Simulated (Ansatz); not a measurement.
# Iridium, simple cubic under PBE: ground state and equation of state

What does PBE give for iridium in the simple cubic structure? We relax it, solve it on a dense k-mesh, then scale the cell to 7 volumes from 88 to 112 % of the relaxed one and try a fit of the equation of state. The start is ferromagnetic. The k-meshes are 13×13×13 for the relaxation; 20×20×20 for the dense run; 14×14×14 for the volumes.

This is Ir in the simple cubic structure; at room conditions it is fcc.

Program: Ansatz 0.2.0. Level of theory: DFT PBE, plane waves (420 eV) with PAW, scalar-relativistic. These are calculated values, not measurements.

**1. The system as given**

It takes space group Pm-3m (No. 221, cubic). The conventional cell has a = 2.482 Å, b = 2.482 Å, c = 2.482 Å, α = 90.00°, β = 90.00°, γ = 90.00°. Around Ir (site symmetry m-3m) lie 6 Ir at 2.48 Å.

Coordinates:

```cif
data_structure
_symmetry_space_group_name_H-M 'P 1'
_symmetry_Int_Tables_number 1
_cell_length_a 2.4815
_cell_length_b 2.4815
_cell_length_c 2.4815
_cell_angle_alpha 90.000
_cell_angle_beta 90.000
_cell_angle_gamma 90.000
_cell_volume 15.28
loop_
_atom_site_label
_atom_site_type_symbol
_atom_site_fract_x
_atom_site_fract_y
_atom_site_fract_z
_atom_site_occupancy
Ir1 Ir 0.00000 0.00000 0.00000 1
```

The atoms start with moments of +1 μB.

**2. Relaxation of the cell**

The input, input.yaml:

```yaml
crystal:
  lattice:
    - [2.4815209647, 0.0, 0.0]
    - [0.0, 2.4815209647, 0.0]
    - [0.0, 0.0, 2.4815209647]
  atoms:
    - { symbol: Ir, position: [0.0, 0.0, 0.0], spin: 1.0 }
hamiltonian:
  xc: pbe
  pseudopotentials:
    kind: paw
    azcp:
      Ir: "pseudopotentials/Ir.paw.azcp"
basis:
  ecutwfc: 420
  fft_grid_basis: typed
kpoints:
  mp_grid: { grid: [13, 13, 13], shift: [0, 0, 0] }
magnetization:
  spin_polarized: true
scf:
  occupations: { method: fermi_dirac, width: 0.05 }
relax:
  max_steps: 60
  f_tol: 0.01
  cell: {}
```

Command:

```bash
> ansatz run input.yaml --threads 2 --pin off --max-ram 6144MiB --backend cpu --events-out ev --progress --plain --runs-dir out
```

Further steps of the session: Single point on a dense mesh; Equation of state: 88 %; Equation of state: 92 %; Equation of state: 96 %; Equation of state: 100 %; Equation of state: 104 %; Equation of state: 108 %; Equation of state: 112 %.

Q: Predict the outcome of this session. Wanted: space group; conventional cell; volume; shortest distance; gap on the mesh; magnetic state; relative to fcc; V₀, B₀, B₀′.

**Answer**, as computed:

| quantity | value |
| --- | --- |
| space group (spins left aside) | Pm-3m (No. 221) |
| conventional cell | a = 2.572 Å |
| volume | 17.010 Å³/atom |
| shortest distance | 2.572 Å |
| gap on the mesh | none (levels filled in part) |
| magnetic state | non-magnetic |
| relative to fcc | +1002 meV/atom |
| V₀, B₀, B₀′ | 16.970 Å³/atom, 246 GPa, 5.0 |

**Reading.** From the guessed start the volume grew by 11.3 % in 6 steps. It lies 1002 meV/atom above the element's reference form at the same level (fcc, from a run of its own), so it is far from stable. The starting moments do not survive. No gap shows: it is a metal or semimetal at this level. The fitted modulus is 246 GPa. Relaxation kept the symmetry; phonons were not checked.
